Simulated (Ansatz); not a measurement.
# Al: before and after

Theory: DFT PBEsol, scalar-relativistic, plane waves, PAW (Ansatz 0.2.0). Settings: cutoff 420 eV, Γ-centred meshes no coarser than 0.19 Å⁻¹ for metals and 0.3 Å⁻¹ for insulators (2π included), Gaussian smearing.

The start was the simple cubic type (Pm-3m, No. 221), relaxed within its symmetry. A cell of 8 atoms (8 times the primitive one) was then disturbed at random, relaxed without symmetry and relaxed once more on a fine mesh. For metals, differences of a few meV/atom aren't resolved.

Before:

```
Al
1.0
     2.70150    0.00000    0.00000
     0.00000    2.70150    0.00000
     0.00000    0.00000    2.70150
Al
1
Direct
  0.00000 0.00000 0.00000
```

After:

```cif
data_structure
_symmetry_space_group_name_H-M 'P6_3/mmc'
_symmetry_Int_Tables_number 194
_cell_length_a 2.8329
_cell_length_b 2.8329
_cell_length_c 4.6956
_cell_angle_alpha 90.000
_cell_angle_beta 90.000
_cell_angle_gamma 120.000
_cell_volume 32.63
loop_
_atom_site_label
_atom_site_type_symbol
_atom_site_symmetry_multiplicity
_atom_site_Wyckoff_symbol
_atom_site_fract_x
_atom_site_fract_y
_atom_site_fract_z
_atom_site_occupancy
Al1 Al 2 d 0.66667 0.33333 0.25000 1
```

**Question.** Is this a distortion of the same structure or a reconstruction, and what lowers the energy?

**Answer.** A reconstruction, from Pm-3m (No. 221) to P6_3/mmc (No. 194). Each Al has on average 12 Al contacts in place of 6, longer on average (2.70 → 2.85 Å). The result is the hcp structure.

**Question.** What does it gain?

**Answer.** 370 meV/atom, with the volume going from 19.72 to 16.32 Å³/atom.

This simple cubic form isn't the element's structure at ambient conditions.